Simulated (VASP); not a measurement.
Crystal: Li2O.

```
O Li
1.0
     0.00000    2.27982    2.27982
     2.27982    0.00000    2.27982
     2.27982    2.27982    0.00000
O Li
1 2
Direct
  0.00000 0.00000 0.00000
  0.25000 0.25000 0.25000
  0.75000 0.75000 0.75000
```

The cell was built by a generator and needn't be a form met in nature.

Program: VASP 6.6.1. Alike in all runs: potentials or basis VASP PAW PBE potentials, release 64 (O, Li_sv); no spin polarisation; cell as given; cutoff (eV) 520; smearing gaussian 0.02 eV.

**Question.** Order these runs on this cell by their band gap on the k mesh, lowest first.
A. level r2SCAN+rVV10; k mesh 10 × 10 × 10
B. level HSE06; k mesh 8 × 8 × 8; grid for exact exchange (PRECFOCK) Fast; screening parameter 0.2 1/A
C. level PBE; k mesh 10 × 10 × 10

**Answer.** C (5.05 eV), A (5.68 eV), B (6.68 eV).

A k mesh can miss the band edges.
